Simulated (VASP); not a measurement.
# BeTe (F-43m) in VASP: notebook

The runs below take BeTe through band structure, with BLYP, PW91, SCAN0, r2SCAN0.

Everything below comes from runs of VASP 6.6.1. Logs are shortened: lines on timing, memory, paths and dates and some standing lists are left out, and cuts for length are marked.

**1. The structure**

The structure is cubic, space group F-43m (No. 216). The conventional cell has a = 5.540 Å, b = 5.540 Å, c = 5.540 Å, α = 90.00°, β = 90.00°, γ = 90.00°. Around Te (site symmetry -43m) lie 4 Be at 2.40 Å. Around Be (site symmetry -43m) lie 4 Te at 2.40 Å.

**2. Band structure, BLYP**

INCAR

```
SYSTEM = BeTe
AGGAC    = 1.0          
AGGAX    = 1.0          
ALDAC    = 0.0          
ALDAX    = 1.0          
ALGO     = Normal         ! electronic algorithm
EDIFF    = 1E-7           ! SCF threshold, eV
ENCUT    = 520            ! plane-wave cutoff, eV
GGA      = B5             ! functional
ISIF     = 2              ! what is computed and relaxed
ISMEAR   = -1             ! smearing method
LASPH    = .TRUE.         ! aspherical terms in the spheres
LCHARG   = .FALSE.        ! write CHGCAR
LREAL    = .FALSE.        ! projectors in reciprocal space
LWAVE    = .FALSE.        ! write WAVECAR
NELM     = 60             ! most SCF steps
PREC     = Accurate       ! precision mode
SIGMA    = 0.05           ! smearing width, eV
```

KPOINTS

```
k-points
0
G
  8 8 8
  0 0 0
```

POSCAR

```
BeTe
1.0
    0.0000000000      2.7700000000      2.7700000000
    2.7700000000      0.0000000000      2.7700000000
    2.7700000000      2.7700000000      0.0000000000
Te Be
1 1
Direct
    0.7500000000      0.7500000000      0.7500000000
    0.0000000000      0.0000000000      0.0000000000
```

KPOINTS_OPT

```
path GXWKGLUWLK,UX
20
line-mode
reciprocal
 0.0000000000  0.0000000000  0.0000000000  G
 0.5000000000  0.0000000000  0.5000000000  X

 0.5000000000  0.0000000000  0.5000000000  X
 0.5000000000  0.2500000000  0.7500000000  W

 0.5000000000  0.2500000000  0.7500000000  W
 0.3750000000  0.3750000000  0.7500000000  K

 0.3750000000  0.3750000000  0.7500000000  K
 0.0000000000  0.0000000000  0.0000000000  G

 0.0000000000  0.0000000000  0.0000000000  G
 0.5000000000  0.5000000000  0.5000000000  L

 0.5000000000  0.5000000000  0.5000000000  L
 0.6250000000  0.2500000000  0.6250000000  U

 0.6250000000  0.2500000000  0.6250000000  U
 0.5000000000  0.2500000000  0.7500000000  W

 0.5000000000  0.2500000000  0.7500000000  W
 0.5000000000  0.5000000000  0.5000000000  L

 0.5000000000  0.5000000000  0.5000000000  L
 0.3750000000  0.3750000000  0.7500000000  K

 0.6250000000  0.2500000000  0.6250000000  U
 0.5000000000  0.0000000000  0.5000000000  X
```

Potentials or basis: VASP PAW PBE potentials, release 64 (Te, Be).

Launch:

```sh
> cat potpaw_PBE.64/Te/POTCAR potpaw_PBE.64/Be/POTCAR > POTCAR
> mpirun -np 1 vasp_std > vasp.out
```

OUTCAR:

```text
SYSTEM = BeTe
   EDIFF = 1E-7
   ENCUT = 520
   GGA = B5
   ISIF = 2
   ISMEAR = -1
   LASPH = .TRUE.
   LREAL = .FALSE.
   NELM = 60
   PREC = Accurate

 ion  position               nearest neighbor table
   1  0.750  0.750  0.750-   2 2.40   2 2.40   2 2.40   2 2.40
   2  0.000  0.000  0.000-   1 2.40   1 2.40   1 2.40   1 2.40

  LATTYP: Found a face centered cubic cell.
 ALAT       =     5.5400000000

  Lattice vectors:

 A1 = (   0.0000000000,   2.7700000000,   2.7700000000)
 A2 = (   2.7700000000,   0.0000000000,   2.7700000000)
 A3 = (   2.7700000000,   2.7700000000,   0.0000000000)

Analysis of symmetry for initial positions (statically):
=====================================================================
 Subroutine PRICEL returns:
 Original cell was already a primitive cell.

 Routine SETGRP: Setting up the symmetry group for a
 face centered cubic supercell.

 Subroutine GETGRP returns: Found 24 space group operations
 (whereof 24 operations were pure point group operations)
 out of a pool of 48 trial point group operations.

The static configuration has the point symmetry T_d .

Analysis of symmetry for dynamics (positions and initial velocities):
=====================================================================
 Subroutine PRICEL returns:
 Original cell was already a primitive cell.

 Routine SETGRP: Setting up the symmetry group for a
 face centered cubic supercell.

 Subroutine GETGRP returns: Found 24 space group operations
 (whereof 24 operations were pure point group operations)
 out of a pool of 48 trial point group operations.

The dynamic configuration has the point symmetry T_d .

 Subroutine INISYM returns: Found 24 space group operations
 (whereof 24 operations are pure point group operations),
 and found     1 'primitive' translations

----------------------------------------------------------------------------------------

                                     Primitive cell

  volume of cell :      42.5079

  direct lattice vectors                    reciprocal lattice vectors
     0.000000000  2.770000000  2.770000000    -0.180505415  0.180505415  0.180505415
     2.770000000  0.000000000  2.770000000     0.180505415 -0.180505415  0.180505415
     2.770000000  2.770000000  0.000000000     0.180505415  0.180505415 -0.180505415

  length of vectors
     3.917371568  3.917371568  3.917371568     0.312644550  0.312644550  0.312644550

  position of ions in fractional coordinates (direct lattice)
     0.750000000  0.750000000  0.750000000
     0.000000000  0.000000000  0.000000000

  ion indices of the primitive-cell ions
[... 81 lines left out ...]
   ISIF   =      2    stress and relaxation
   ISYM   =      2    0-nonsym 1-usesym 2-fastsym
   POTIM  = 0.5000    time-step for ionic-motion
   TEBEG  =    0.0;   TEEND  =   0.0 temperature during run
   PSTRESS=    0.0 pullay stress
   NELECT =       8.0000    total number of electrons
   NUPDOWN=      -1.0000    fix difference up-down
   EMIN   =  10.00;   EMAX   =-10.00  energy-range for DOS
   EFERMI =   0.00;   METHOD = LEGACY
   ISMEAR =    -1;   SIGMA  =   0.05  broadening in eV -4-tet -1-fermi 0-gaus
   EFERMI_NEDOS =   21; number of points for ismear=-14 and -15
   IALGO  =     38    algorithm
   IMIX   =      4    mixing-type and parameters
     AMIX     =   0.40;   BMIX     =  1.00
     AMIX_MAG =   1.60;   BMIX_MAG =  1.00
  volume/ion in A,a.u.               =      21.25       143.43
  Fermi-wavevector in a.u.,A,eV,Ry     =   0.938170  1.772885 11.975354  0.880164
  Thomas-Fermi vector in A             =   2.065355
   LORBIT       =      0    0 simple, 1 ext, 2 COOP (PROOUT), +10 PAW based schemes
   GGA     = B5    functional components
   LHFCALC =     F    Hartree Fock is set to
   AEXX    =    0.0000 exact exchange contribution
   IVDW    =     0    specifies the selected vdW correction
   LEPSILON=     F    determine dielectric tensor
   LRPA    =     F    only Hartree local field effects (RPA)
 non-spin polarized calculation
  energy-cutoff  :      520.00
  volume of cell :       42.51
 maximum number of plane-waves:      1162
 NGX is ok and might be reduce to    30
   NGX = 15   NGY = 15   NGZ = 15

 number of electron       8.0000000 magnetization

 Free energy of the ion-electron system (eV)
  ---------------------------------------------------
  ext. energy  EPLUGINS =         0.00000000
  ---------------------------------------------------
  free energy    TOTEN  =        -6.51199669 eV

  energy without entropy =       -6.51199669  energy(sigma->0) =       -6.51199669

 E-fermi :   7.0376     XC(G=0):  -8.6262

 val. band max:        6.0651545355   @ k =   0.0000   0.0000   0.0000
 cond. band min:       8.1911264835   @ k =   0.5000   0.5000   0.0000
 fundamental gap:      2.1259719480
 Fermi energy:         7.0375790164

 k-point     1 :       0.0000    0.0000    0.0000
  band No.  band energies     occupation
      1      -6.5061      2.00000
      2       6.0652      2.00000
      3       6.0652      2.00000
      4       6.0652      2.00000
      5       9.7470      0.00000
      6       9.7470      0.00000
      7       9.7470      0.00000
      8      10.4530      0.00000
[... 243 lines left out ...]
 k-point    24 :      -0.3750    0.2500    0.1250
  band No.  band energies     occupation
      1      -4.8100      2.00000
      2       0.7666      2.00000
      3       3.0625      2.00000
      4       4.0642      2.00000
      5      10.4325      0.00000
      6      10.6800      0.00000
      7      12.9799      0.00000
      8      14.1009      0.00000

 [... further k-points ...]

------------------------ aborting loop because EDIFF is reached ----------------------------------------

  FORCE on cell =-STRESS in cart. coord.  units (eV):
  Direction    XX          YY          ZZ          XY          YZ          ZX
  --------------------------------------------------------------------------------------
  -------------------------------------------------------------------------------------
  Total        1.9741056      1.9741056      1.9741056      0.0000000      0.0000000      0.0000000
  in kB       74.4066357     74.4066357     74.4066357      0.0000000      0.0000000      0.0000000
  external PRESSURE =      74.4066357 kB  Pullay stress =       0.0000000 kB

 VOLUME and BASIS-vectors are now :
 -----------------------------------------------------------------------------
  energy-cutoff  :      520.00
  volume of cell :       42.51
      direct lattice vectors                 reciprocal lattice vectors
     0.000000000  2.770000000  2.770000000    -0.180505415  0.180505415  0.180505415
     2.770000000  0.000000000  2.770000000     0.180505415 -0.180505415  0.180505415
     2.770000000  2.770000000  0.000000000     0.180505415  0.180505415 -0.180505415

 POSITION                                       TOTAL-FORCE (eV/Angst)
 -----------------------------------------------------------------------------------
      4.15500      4.15500      4.15500         0.000000      0.000000      0.000000
      0.00000      0.00000      0.00000        -0.000000     -0.000000     -0.000000
 -----------------------------------------------------------------------------------
    total drift:                               -0.000000     -0.000000     -0.000000

  FREE ENERGIE OF THE ION-ELECTRON SYSTEM (eV)
  ---------------------------------------------------
  free  energy   TOTEN  =        -6.5119966929 eV

  energy  without entropy=       -6.5119966928  energy(sigma->0) =       -6.51199669
```

OSZICAR:

```text
N       E                     dE             d eps       ncg     rms          rms(c)
DAV:   1     0.226211610809E+02    0.22621E+02   -0.35634E+03   464   0.814E+02
DAV:   2    -0.611020574912E+01   -0.28731E+02   -0.27750E+02   736   0.101E+02
DAV:   3    -0.671066930145E+01   -0.60046E+00   -0.60046E+00   584   0.197E+01
DAV:   4    -0.671397711543E+01   -0.33078E-02   -0.33078E-02   688   0.165E+00
DAV:   5    -0.671398329081E+01   -0.61754E-05   -0.61754E-05   616   0.680E-02    0.451E+00
DAV:   6    -0.655925331064E+01    0.15473E+00   -0.22033E-01   536   0.251E+00    0.269E+00
DAV:   7    -0.651096043824E+01    0.48293E-01   -0.18969E-01   640   0.248E+00    0.507E-01
DAV:   8    -0.651172313319E+01   -0.76269E-03   -0.70469E-03   512   0.653E-01    0.100E-01
DAV:   9    -0.651198450201E+01   -0.26137E-03   -0.44258E-04   664   0.185E-01    0.282E-02
DAV:  10    -0.651199673927E+01   -0.12237E-04   -0.60332E-05   488   0.496E-02    0.226E-02
[... 45 further cycles ...]
DAV:   5     0.223630373253E+03   -0.16235E-03      560
DAV:   6     0.223630371037E+03   -0.22161E-05      816
DAV:   7     0.223630371034E+03   -0.30954E-08      616
       N       E                     dE             ncg
DAV:   1     0.164603351176E+04   -0.71238E+04      416
DAV:   2     0.975087910791E+03   -0.67095E+03      608
DAV:   3     0.959661461525E+03   -0.15426E+02      648
DAV:   4     0.959610649070E+03   -0.50812E-01      744
DAV:   5     0.959610614074E+03   -0.34996E-04      632
DAV:   6     0.959610613914E+03   -0.15993E-06      728
DAV:   7     0.959610613914E+03   -0.14438E-09      624
```

stdout:

```text
POSCAR found type information on POSCAR TeBe
 POSCAR found :  2 types and       2 ions
 scaLAPACK will be used
 -----------------------------------------------------------------------------
|                                                                             |
|                                                                             |
|     You enforced a specific xc type in the INCAR file but a different       |
|     I HOPE YOU KNOW WHAT YOU ARE DOING!                                     |
|                                                                             |
 -----------------------------------------------------------------------------

 LDA part: xc-table for (Slater(with rela. corr.)+VWN5), standard interpolation
 POSCAR, INCAR and KPOINTS ok, starting setup
 FFT: planning ... GRIDC
 FFT: planning ... GRID_SOFT
 FFT: planning ... GRID
 WAVECAR not read
 entering main loop
 Start KPOINTS_OPT (optional k-point list driver)
k-point batch [1-29\200]
k-point batch [30-58\200]
k-point batch [59-87\200]
k-point batch [88-116\200]
k-point batch [117-145\200]
k-point batch [146-174\200]
k-point batch [175-200\200]
```

It took 28 s on 1 thread of AMD EPYC 9R45 (Zen 5), shared host; peak memory 0.15 GiB.

What came out:

* Free energy: -6.5120 eV
* Pressure: 7.4 GPa
* Band gap on the k mesh: 2.13 eV, indirect (least direct gap 3.68 eV)
* Band gap along the path: 2.13 eV, indirect (least direct gap 3.68 eV)

Levels at the corners of the path, in eV from the valence-band top:
```tsv
point	band 1	band 2	band 3	band 4	band 5	band 6	band 7	band 8
Γ	-12.57	0.00	0.00	0.00	3.68	3.68	3.68	4.39
X	-10.60	-5.28	-2.78	-2.78	2.13	2.79	10.04	10.04
X	-10.60	-5.28	-2.78	-2.78	2.13	2.79	10.04	10.04
W	-10.57	-4.72	-3.86	-3.35	5.54	5.67	5.80	6.46
W	-10.57	-4.72	-3.86	-3.35	5.54	5.67	5.80	6.46
K	-10.63	-4.91	-4.05	-2.35	2.86	5.46	8.13	8.56
K	-10.63	-4.91	-4.05	-2.35	2.86	5.46	8.13	8.56
Γ	-12.57	0.00	0.00	0.00	3.68	3.68	3.68	4.39
Γ	-12.57	0.00	0.00	0.00	3.68	3.68	3.68	4.39
L	-11.13	-5.74	-1.20	-1.20	3.37	4.72	4.72	8.09
L	-11.13	-5.74	-1.20	-1.20	3.37	4.72	4.72	8.09
U	-10.63	-4.91	-4.05	-2.35	2.86	5.46	8.13	8.56
U	-10.63	-4.91	-4.05	-2.35	2.86	5.46	8.13	8.56
W	-10.57	-4.72	-3.86	-3.35	5.54	5.67	5.80	6.46
W	-10.57	-4.72	-3.86	-3.35	5.54	5.67	5.80	6.46
L	-11.13	-5.74	-1.20	-1.20	3.37	4.72	4.72	8.09
L	-11.13	-5.74	-1.20	-1.20	3.37	4.72	4.72	8.09
K	-10.63	-4.91	-4.05	-2.35	2.86	5.46	8.13	8.56
U	-10.63	-4.91	-4.05	-2.35	2.86	5.46	8.13	8.56
X	-10.60	-5.28	-2.78	-2.78	2.13	2.79	10.04	10.04
```

Caveat: the PAW data sets were made with another functional, which shifts forces and pressure a little; spin-orbit coupling is left out, which moves the levels of the heavy elements.

**3. Band structure, PW91**

POSCAR is that of step 2.

INCAR.step1

```
  ALGO = Normal
  EDIFF = 1E-6
  ENCUT = 520
  GGA = 91
  ISIF = 2
  ISMEAR = -1
  LASPH = True
  LCHARG = True
  LREAL = False
  LWAVE = False
  NELM = 100
  PREC = Accurate
  SIGMA = 0.05
```

KPOINTS.step1

```
k-points
0
Gamma
  8 8 8
```

INCAR.step2

```
  ALGO = Normal
  EDIFF = 1E-6
  ENCUT = 520
  GGA = 91
  ICHARG = 11
  ISIF = 2
  ISMEAR = 0
  LASPH = True
  LCHARG = False
  LREAL = False
  LWAVE = False
  NELM = 100
  PREC = Accurate
  SIGMA = 0.05
```

KPOINTS.step2

```
path GXWKGLUWLK,UX
15
line-mode
reciprocal
 0.0000000000  0.0000000000  0.0000000000  G
 0.5000000000  0.0000000000  0.5000000000  X

 0.5000000000  0.0000000000  0.5000000000  X
 0.5000000000  0.2500000000  0.7500000000  W

 0.5000000000  0.2500000000  0.7500000000  W
 0.3750000000  0.3750000000  0.7500000000  K

 0.3750000000  0.3750000000  0.7500000000  K
 0.0000000000  0.0000000000  0.0000000000  G

 0.0000000000  0.0000000000  0.0000000000  G
 0.5000000000  0.5000000000  0.5000000000  L

 0.5000000000  0.5000000000  0.5000000000  L
 0.6250000000  0.2500000000  0.6250000000  U

 0.6250000000  0.2500000000  0.6250000000  U
 0.5000000000  0.2500000000  0.7500000000  W

 0.5000000000  0.2500000000  0.7500000000  W
 0.5000000000  0.5000000000  0.5000000000  L

 0.5000000000  0.5000000000  0.5000000000  L
 0.3750000000  0.3750000000  0.7500000000  K

 0.6250000000  0.2500000000  0.6250000000  U
 0.5000000000  0.0000000000  0.5000000000  X
```

Potentials or basis: VASP PAW PBE potentials, release 64 (Te, Be).

Launch:

```sh
> cat potpaw_PBE.64/Te/POTCAR potpaw_PBE.64/Be/POTCAR > POTCAR
> cp INCAR.step1 INCAR
> cp KPOINTS.step1 KPOINTS
> mpirun -np 1 vasp_std > vasp.out
> cp INCAR.step2 INCAR
> cp KPOINTS.step2 KPOINTS
> mpirun -np 1 vasp_std > vasp.out
```

Run time: 15 s. Hardware: 1 thread of AMD EPYC 9R45 (Zen 5), shared host; peak memory 0.17 GiB.

The run converged. Its results:

```yaml
Band_gap_on_the_k_mesh: 1.86 eV, indirect (least direct gap 3.58 eV)
Band_gap_along_the_path: 1.86 eV, indirect (least direct gap 3.58 eV)
```

Levels at the corners of the path, in eV from the valence-band top:
```csv
point,band 1,band 2,band 3,band 4,band 5,band 6,band 7,band 8
Γ,-12.62,0.00,0.00,0.00,3.58,3.58,3.58,4.22
X,-10.60,-5.38,-2.83,-2.83,1.86,2.60,10.03,10.03
X,-10.60,-5.38,-2.83,-2.83,1.86,2.60,10.03,10.03
W,-10.56,-4.80,-3.96,-3.45,5.31,5.51,5.68,6.38
W,-10.56,-4.80,-3.96,-3.45,5.31,5.51,5.68,6.38
K,-10.62,-5.00,-4.16,-2.39,2.63,5.30,8.07,8.47
K,-10.62,-5.00,-4.16,-2.39,2.63,5.30,8.07,8.47
Γ,-12.62,0.00,0.00,0.00,3.58,3.58,3.58,4.22
Γ,-12.62,0.00,0.00,0.00,3.58,3.58,3.58,4.22
L,-11.14,-5.86,-1.22,-1.22,3.23,4.58,4.58,7.79
L,-11.14,-5.86,-1.22,-1.22,3.23,4.58,4.58,7.79
U,-10.62,-5.00,-4.16,-2.39,2.63,5.30,8.07,8.47
U,-10.62,-5.00,-4.16,-2.39,2.63,5.30,8.07,8.47
W,-10.56,-4.80,-3.96,-3.45,5.31,5.51,5.68,6.38
W,-10.56,-4.80,-3.96,-3.45,5.31,5.51,5.68,6.38
L,-11.14,-5.86,-1.22,-1.22,3.23,4.58,4.58,7.79
L,-11.14,-5.86,-1.22,-1.22,3.23,4.58,4.58,7.79
K,-10.62,-5.00,-4.16,-2.39,2.63,5.30,8.07,8.47
U,-10.62,-5.00,-4.16,-2.39,2.63,5.30,8.07,8.47
X,-10.60,-5.38,-2.83,-2.83,1.86,2.60,10.03,10.03
```

Caveat: the log is that of the step along the path at fixed density, whose energy, stress, charges and moments have no meaning; the PAW data sets were made with another functional, which shifts forces and pressure a little; spin-orbit coupling is left out, which moves the levels of the heavy elements.

(Continued in part 2 of 2.)
